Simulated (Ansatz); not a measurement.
**Au in Ansatz: the effect of functional**

Au:

```
CELL_PARAMETERS angstrom
-1.67908 1.67908 1.67908
1.67908 -1.67908 1.67908
1.67908 1.67908 -1.67908
ATOMIC_POSITIONS crystal
Au 0.00000 0.00000 0.00000
```

This isn't the form of Au at room conditions, which is fcc.

The cell isn't the ideal one: volume scaled by 1.04.

Alike in all runs:

```yaml
Program: Ansatz 0.2.0
Task: single point
Potentials_or_basis: Ansatz PAW
k_mesh: 11 × 11 × 11
Occupations: fermi-dirac, width 0.05 eV
Spin: no spin polarisation
```

Question: One run gave: pressure -16.8 GPa. Which functional did it use?
A. PBEsol
B. LDA
C. r2SCAN

Answer: B.

| functional | cutoff | pressure (GPa) |
| --- | --- | --- |
| LDA | 420 eV (not typed: the program's choice for these potentials) | -16.8 |
| PBEsol | 420 eV (not typed: the program's choice for these potentials) | -12.8 |
| r2SCAN | 500 eV (not typed: the program's choice for these potentials) | -8.5 |

Caveats: the PAW data sets come from PBE, with cores solved anew for the run's functional, which leaves a small shift of forces and pressure.
